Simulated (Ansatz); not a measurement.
Li₂S (Fm-3m) from a database of computed structures (r2SCAN geometry), in Ansatz:

```
Li S
1.0
     0.00000    2.84530    2.84530
     2.84530    0.00000    2.84530
     2.84530    2.84530    0.00000
Li S
2 1
Cartesian
  4.2679 4.2679 4.2679
  1.4226 1.4226 1.4226
  0.0000 0.0000 0.0000
```

G0W0@PBE with 341 empty bands, a screening cutoff of 220 eV and a 6×6×6 mesh (PAW, contour deformation) gives 5.083 eV over the mesh points, from a PBE gap of 3.388 eV; it sums over 347 bands with 331 plane waves in the screening and a wave cutoff of 420 eV. The G0W0 figures hold for the stated bands, cutoff and mesh and aren't extrapolated. No spin polarisation and no zero-point or thermal motion.

Q: Estimate the gap with mesh 8×8×8, empty bands 74, screening cutoff 80 eV.

A: 4.808 eV (-0.275 eV), from a Kohn-Sham gap of 3.389 eV.

Q: Estimate the gap with empty bands 627, screening cutoff 300 eV.

A: 5.123 eV (+0.040 eV), from a Kohn-Sham gap of 3.388 eV.

Q: Estimate the gap with potentials of the kind norm-conserving.

A: 5.079 eV (-0.004 eV), from a Kohn-Sham gap of 3.392 eV.
